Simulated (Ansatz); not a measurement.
## CuO under compression and expansion

```cif
data_structure
_symmetry_space_group_name_H-M 'Pm-3m'
_symmetry_Int_Tables_number 221
_cell_length_a 2.6368
_cell_length_b 2.6368
_cell_length_c 2.6368
_cell_angle_alpha 90.000
_cell_angle_beta 90.000
_cell_angle_gamma 90.000
_cell_volume 18.33
loop_
_atom_site_label
_atom_site_type_symbol
_atom_site_symmetry_multiplicity
_atom_site_Wyckoff_symbol
_atom_site_fract_x
_atom_site_fract_y
_atom_site_fract_z
_atom_site_occupancy
Cu1 Cu 1 a 0.00000 0.00000 0.00000 1
O1 O 1 b 0.50000 0.50000 0.50000 1
```

The runs use the primitive cell with vectors (2.637, 0.000, 0.000), (0.000, 2.637, 0.000), (0.000, 0.000, 2.637) Å, to which the k mesh refers.

The cell was built from the CsCl type and relaxed in the same program, and has space group Pm-3m; it needn't be a known or the stable phase.

Without spin polarisation or U, such a compound can come out metallic where the real one is a magnetic insulator.

All numbers are computed: DFT, PBE, all-electron LAPW, scalar-relativistic (Ansatz 0.2.0); DFT, PBE, PAW with Ansatz's default frozen-core files, scalar-relativistic (Ansatz 0.2.0).

For LAPW: a Γ-centred 12×12×12 k mesh, Fermi–Dirac smearing of 0.08 eV, basis error target 0.25 meV/atom, no spin polarisation. PAW takes a cutoff of 420 eV at this cell. The Ansatz runs share mesh, smearing and spin set-up. Plane-wave (PAW) pressures include the program's estimate of the Pulay term.

The cell above is scaled evenly, with fractional coordinates and shape held.

Q: Estimate the equilibrium volume and bulk modulus that all-electron LAPW gives for this fixed shape.

A: V0 = 9.17 Å³/atom, B0 = 171 GPa, B0′ = 4.8, from a third-order Birch–Murnaghan fit to these pressures:
| V/V(cell) | V (Å³/atom) | P, LAPW (GPa) | P, PAW (GPa) |
| --- | --- | --- | --- |
| 0.9405 | 8.621 | 12.12 | 12.16 |
| 0.9800 | 8.983 | 3.61 | 3.63 |
| 1.0000 | 9.167 | -0.02 | 0.00 |
| 1.0200 | 9.350 | -3.24 | -3.23 |
| 1.0600 | 9.717 | -8.67 | -8.67 |

PAW's V0 lies 0.01 % from the all-electron value and its B0 0.1 %. Symmetry fixes shape and coordinates here, so this is the relaxed modulus.
